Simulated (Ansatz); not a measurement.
Bi in Ansatz: the effect of functional

Crystal: Bi.

```
Bi
1.0
     4.62715    0.00000    0.00000
     0.00000    4.49601    0.00000
    -0.34365    0.00000    6.46824
Bi
4
Direct
  0.25137 0.25000 0.74873
  0.74863 0.75000 0.25127
  0.24989 0.25000 0.24888
  0.75011 0.75000 0.75112
```

The cell isn't the ideal one: volume scaled by 0.98.

Alike in all runs:

```yaml
Program: Ansatz 0.2.0
Task: single point
Potentials_or_basis: Ansatz PAW
k_mesh: 6 × 6 × 4
Occupations: fermi-dirac, width 0.05 eV
Spin: no spin polarisation
```

**Question.** One run gave: pressure 2.2 GPa. Which functional did it use?
A. r2SCAN
B. PBE
C. LDA

**Answer.** B.

```csv
functional,cutoff,pressure (GPa)
LDA,420 eV (not typed: the program's choice for these potentials),-1.6
r2SCAN,500 eV (not typed: the program's choice for these potentials),1.2
PBE,420 eV (not typed: the program's choice for these potentials),2.2
```

Caveats: the PAW data sets come from PBE, with cores solved anew for the run's functional, which leaves a small shift of forces and pressure (some runs).
